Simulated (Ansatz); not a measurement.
Runs of Ansatz 0.2.0 on CdS (Greenockite). It takes space group P6_3mc (No. 186, hexagonal). Conventional cell: a = 4.150 Å, b = 4.150 Å, c = 6.737 Å, α = 90.00°, β = 90.00°, γ = 120.00°. Cd (site symmetry 3m) is surrounded by 4 S at 2.53 to 2.54 Å. S (site symmetry 3m) has 4 Cd at 2.53 to 2.54 Å as nearest neighbours. 

```tsv
task	level	spin	cell	k mesh	cutoff (eV)	smearing	points for each segment of the path	gap on the mesh (eV)	pressure (GPa)	relaxed volume (Å³/atom)	largest force (eV/Å)
relaxation of cell and atoms	RPBE+D3(BJ)	off	relaxed	7 × 7 × 4	420	fermi-dirac 0.05 eV	-	(b)	0.0	23.30	-
relaxation of cell and atoms	BLYP+D3(BJ)	off	relaxed	7 × 7 × 4	420	fermi-dirac 0.05 eV	-	1.11	0.0	25.27	-
single point	PBE	off	as given	7 × 7 × 4	420	gaussian 0.03 eV	-	1.20	2.1	-	0.07
relaxation of cell and atoms	RPBE	off	relaxed	7 × 7 × 4	420	fermi-dirac 0.05 eV	-	1.20	0.0	27.12	-
band structure	r2SCAN	off	as given	7 × 7 × 4	500	fermi-dirac 0.05 eV	14	1.66	0.7	-	0.07
band structure	LDA	SOC, no magnetisation	as given	5 × 5 × 3	420	fermi-dirac 0.05 eV	14	(a)	(c)	-	0.06
band structure	RPBE	off	as given	7 × 7 × 4	420	fermi-dirac 0.05 eV	14	1.38	4.3	-	0.07
band structure	PBEsol	SOC, no magnetisation	as given	5 × 5 × 3	420	fermi-dirac 0.05 eV	14	1.04	-1.0	-	0.06
Born charges and dielectric tensor	PBEsol	off	as given	7 × 7 × 4	420	fixed	-	1.06	-	-	-
relaxation of cell and atoms	RPBE+D4	off	relaxed	7 × 7 × 4	420	fermi-dirac 0.05 eV	-	1.39	0.0	25.09	-
relaxation of cell and atoms	BLYP+D4	off	relaxed	7 × 7 × 4	420	fermi-dirac 0.05 eV	-	1.09	0.0	25.55	0.01
band structure	RPBE+D3(BJ)	off	as given	7 × 7 × 4	420	gaussian 0.01 eV	14	1.38	-4.4	-	0.09
```

Alike in all rows: potentials or basis Ansatz PAW.

Problem. Fill in the values left out.

Solution. (a) 0.89; (b) 1.59; (c) -3.2.

Caveats: the PAW data sets come from PBE, with cores solved anew for the run's functional, which leaves a small shift of forces and pressure (some runs); odd divisions of the mesh miss points on the zone boundary, where band edges often lie, so the gap on the mesh can be too wide (some runs); the plane-wave basis is chosen anew once the cell has moved, so the energies of steps on either side of that aren't comparable (some runs).

A k mesh can miss the band edges, and rows without SOC leave out spin-orbit coupling on Cd.
